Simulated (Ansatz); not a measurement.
**Ge under strain**

The calculation used Ansatz, DFT r2SCAN, scalar-relativistic, plane waves, PAW. Run with 500 eV cutoff, 10×10×6 k-mesh, Gaussian smearing of 0.02 eV, no spin polarisation.

The relaxed crystal:

```
CELL_PARAMETERS angstrom
2.83743 2.83743 0.00000
-2.83743 2.83743 0.00000
0.00000 0.00000 5.67485
ATOMIC_POSITIONS crystal
Ge 0.50000 0.50000 0.50000
Ge 0.50000 0.00000 0.25000
Ge 0.00000 0.00000 0.00000
Ge 0.00000 0.50000 0.75000
```

Deformation: uniaxial strain along c, with the lengths of a and b and the atoms relaxed and the angles held, all within the symmetry that the strain leaves. Energies are extrapolated to zero smearing. Stress is positive in compression, on the Cartesian axes of the cell above. Gaps are generalised Kohn–Sham gaps over the whole zone.

Strains computed: -6.0, -4.0, -2.0, +2.0, +4.0, +6.0 %.

Task: At which strain does the energy stand 26.7 meV/atom over the relaxed crystal with σxx = 0.00, σyy = 0.00, σzz = -6.32 GPa?

Result: +6.0 %.